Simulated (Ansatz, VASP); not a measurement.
**One calculation of Se, two programs**

```
CELL_PARAMETERS angstrom
1.42161 -4.11822 0.00000
1.42161 4.11822 0.00000
0.00000 0.00000 4.70391
ATOMIC_POSITIONS crystal
Se 0.06434 0.93566 0.25000
Se 0.93566 0.06434 0.75000
```

Change from the starting cell: volume scaled by 1.06.

Alike in both runs: task single point; functional PBE; k mesh 10 × 10 × 6; occupations fermi-dirac, width 0.05 eV; no spin polarisation.

|  | VASP | Ansatz |
| --- | --- | --- |
| version | VASP 6.6.1 | Ansatz 0.2.0 |
| potentials or method | VASP PAW PBE potentials, release 64 (Se) | Ansatz PAW |
| plane-wave cutoff (eV) | 520 | 420 |
| valence electrons in the cell | 12 | 32 |

|  | VASP | Ansatz | Ansatz less VASP |
| --- | --- | --- | --- |
| gap on the k mesh at the Fermi level (eV) | none | none | - |
| pressure (GPa) | -1.6 | -1.6 | -0.03 |
| largest component of the traceless stress (GPa) | 1.45 | 1.46 | +0.011 |
| rms of the force components (eV/Å) | 0.151 | 0.153 | +0.0018 |

Atom by atom the forces differ by 0.002 eV/Å (rms over components). A gap of «none» marks a metal or a gap that the smearing closes. The two sets of potentials don't hold the same shells in valence.
